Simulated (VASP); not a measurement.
Here is a VASP 6.6.1 calculation.

File INCAR:

```
ALGO = Normal ; EDIFF = 1E-7
EDIFFG = -0.002 ; ENCUT = 520
GGA = PS ; IBRION = 2
ISIF = 3 ; ISMEAR = 0
KPAR = 4 ; LASPH = T
LCHARG = F ; LREAL = F
LWAVE = F ; NELM = 60
NSW = 80 ; PREC = Accurate
PSTRESS = 300.0 ; SIGMA = 0.1
```

File KPOINTS:

```
k-points
0
Gamma
  3 3 4
```

File POSCAR:

```
Hf                                      
1.0
    4.5997135002      0.0000000000      0.0000000000
   -2.2998567501      3.9834687538     -0.0000000000
    0.0000000000     -0.0000000000      2.8919371833
  Hf            
     3
Direct
     0.6666666699999979    0.3333333300000021    0.5000000000000000
     0.3333333300000021    0.6666666699999979    0.5000000000000000
     0.0000000000000000    0.0000000000000000    0.0000000000000000
```

Potentials or basis: VASP PAW PBE potentials, release 64 (Hf_pv).

Run with:

```bash
$ cat potpaw_PBE.64/Hf_pv/POTCAR > POTCAR
$ mpirun -np 4 vasp_std > vasp.out
```

(1) Estimate the band gap on the k mesh.

Answers

(1) none (metal or under the smearing width).

Caveat: the k mesh is coarse (spacing up to 0.54 Å⁻¹), so the values aren't converged; the relaxation stopped at its first step, so nothing moved.
